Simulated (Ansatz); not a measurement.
# BaTiO3: the cost of one run

Program: Ansatz 0.2.0, driven from Python. The levels of theory stand in the script. These are calculated values, not measurements.

### Step 1. The system

The structure is cubic, space group Pm-3m (No. 221). Conventional cell: a = 4.006 Å, b = 4.006 Å, c = 4.006 Å, α = 90.00°, β = 90.00°, γ = 90.00°. Ba (site symmetry m-3m) is surrounded by 12 O at 2.83 Å. Around Ti (site symmetry m-3m) lie 6 O at 2.00 Å. O (site symmetry 4/mmm) is surrounded by 2 Ti at 2.00 Å and 4 Ba at 2.83 Å.

POSCAR, read by the script:

```text
BaTiO3
1.0
   4.00600000    0.00000000    0.00000000
   0.00000000    4.00600000    0.00000000
   0.00000000    0.00000000    4.00600000
Ba Ti O
1 1 3
Direct
   0.50000000    0.50000000    0.50000000
   0.00000000    0.00000000    0.00000000
   0.50000000    0.00000000    0.00000000
   0.00000000    0.50000000    0.00000000
   0.00000000    0.00000000    0.50000000
```

### Step 2. The script

xc.py reads:

```python
"""One structure of BaTiO3 under several functionals."""

import warnings

import ansatz as az
from ase.io import read
import pandas as pd

params = {
    "cutoff": 510,
    "occupations": "cold",
    "mesh": (6, 6, 6),
}

warnings.simplefilter("ignore", az.DeckWarning)

atoms = read("POSCAR", format="vasp")
batio3 = az.Crystal.from_ase(atoms)

model = (
    batio3.calculation()
    .basis(params["cutoff"])
    .occupations(params["occupations"], width=50 * az.meV)
    .kpoints(*params["mesh"])
    .stress()
)

rows = []
for value in ["pbesol", "rpbe", "pbe", "lda"]:
    data = model.functional(value).run(threads=1).report
    rows.append((value, data["free_energy_ev"] / len(data["lattice"]["sites"]), data["n_iterations"], sum(data["stress_gpa"][i][i] for i in range(3)) / 3, data["n_kpoints"]))

table = pd.DataFrame(rows, columns=["functional", "F/atom (eV)", "iterations", "P (GPa)", "k-points"])
print(table.round(5).to_string(index=False))
```

### Step 3. The calls as engine input

The package turns the script's settings into the engine's input (first run):

```yaml
crystal:
  lattice:
    - [4.006, 0.0, 0.0]
    - [0.0, 4.006, 0.0]
    - [0.0, 0.0, 4.006]
  atoms:
    - { symbol: Ba, position: [0.5, 0.5, 0.5] }
    - { symbol: Ti, position: [0.0, 0.0, 0.0] }
    - { symbol: O, position: [0.5, 0.0, 0.0] }
    - { symbol: O, position: [0.0, 0.5, 0.0] }
    - { symbol: O, position: [0.0, 0.0, 0.5] }
basis:
  ecutwfc: 510.0
kpoints:
  mp_grid:
    grid: [6, 6, 6]
hamiltonian:
  xc: pbesol
scf:
  occupations:
    method: cold
    width: 0.05
output:
  stress: true
```

### Step 4. Launch

Launch:

```
> python xc.py
```

What time and memory should one allow on 1 thread of Arm Neoverse V2, shared host?

About 8.6 s, with a peak of 0.52 GiB.
